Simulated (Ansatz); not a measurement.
## Compressing HgTe: a fit and a missing row

HgTe, Fm-3m, a = 6.094 Å. This isn't the usual stable structure of the compound. Ansatz: r2SCAN, PAW, 500 eV, Γ-centred 12×12×12 mesh on 2 atoms, Gaussian smearing 0.10 eV; no spin polarisation. Symmetry fixes shape and atoms, so the cell is only scaled; pressure is positive in compression.

| V (Å³/atom) | P (GPa) |
| --- | --- |
| 26.593 | ? |
| 27.442 | 1.72 |
| 28.290 | -0.03 |
| 29.139 | -1.47 |
| 29.988 | -2.66 |

**Question.** Take V0 = 28.290 Å³/atom, count pressures from its P0 = -0.03 GPa, fit the third-order Birch–Murnaghan form to the other rows, and predict the missing pressure.

**Answer.** With the Eulerian strain f = ½[(V0/V)^(2/3) − 1] and y = (P − P0)/[3f(1 + 2f)^(5/2)], the form is the line y = B0 + 1.5 B0 (B0′ − 4) f. Rows (f, y): 0.01025, 54.1; -0.00976, 51.7; -0.01906, 50.7. Means f = -0.006190, y = 52.167; Σ(Δf)² = 0.0004487, ΣΔfΔy = 0.05233; the slope is their ratio. y = 52.89 + 116.6 f GPa, so B0 = 52.9 GPa and B0′ = 4 + 2 × (116.6)/(3 × 52.89) = 5.47. At V = 26.593, f = 0.02105, y = 55.34 and P = 3.84 GPa. The run gave 3.83 GPa, so the fit is 0.01 GPa too high, a small miss on the scale of the series. The form still works here, 33 % of the fitted range beyond its end.

Spin–orbit coupling is left out, which can shift energies with elements as heavy as these.

Cost: 5 runs of about 2.2 core-minutes in all, on Intel Xeon Processor @ 2.50GHz (Skylake/Cascade Lake) (shared hosts).